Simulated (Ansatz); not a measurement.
# Response to strain in LiI

The reference is LiI in the rock salt structure (space group Fm-3m, No. 225; a = 6.018 Å). Axes: x, y, z lie along the cube axes.

Strains are applied to the cell and any free atomic positions relax; under biaxial strain the out-of-plane vector relaxes too; under stress the whole cell relaxes.

Computed with Kohn–Sham DFT with the r2SCAN functional, run in Ansatz (a first-principles code) with PAW and 500 eV plane waves, no spin-orbit coupling.

Notes on the quantities. energy relative to the base: free energy F.

```tsv
case	band gap	energy relative to the base	space group	shortest interatomic distance
base	5.00 eV	0 meV/atom	Fm-3m (No. 225)	3.009 Å
biaxial strain −0.81 %, plane normal [001], relaxed out of plane	4.97 eV	+0.5 meV/atom	I4/mmm (No. 139)	2.985 Å
biaxial strain +1.13 %, plane normal [001], relaxed out of plane	4.95 eV	(withheld)	I4/mmm (No. 139)	2.985 Å
biaxial strain −3.40 %, plane normal [110], relaxed out of plane	4.65 eV	+9.6 meV/atom	Immm (No. 71)	2.907 Å
isotropic strain +4.94 %	4.57 eV	+33 meV/atom	Fm-3m (No. 225)	3.158 Å
uniaxial strain ε_xx = +5.91 %	4.81 eV	+8.3 meV/atom	I4/mmm (No. 139)	3.009 Å
uniaxial strain ε_yy = −4.98 %	4.87 eV	+9.4 meV/atom	I4/mmm (No. 139)	2.859 Å
uniaxial strain ε_zz = −0.74 %	4.99 eV	+0.2 meV/atom	I4/mmm (No. 139)	2.987 Å
tensor shear ε_yz = −1.42 %	4.89 eV	+1.1 meV/atom	Immm (No. 71)	3.009 Å
uniaxial stress, 0.5 GPa compression along z	4.95 eV	+0.7 meV/atom	I4/mmm (No. 139)	2.961 Å
```

### Question
Some entries are withheld; estimate them.

### Answer

- biaxial strain +1.13 %, plane normal [001], relaxed out of plane, energy relative to the base: +0.8 meV/atom

Spin-orbit coupling, missing from the scalar runs, can matter with I. Stability under load was not tested beyond the relaxation.
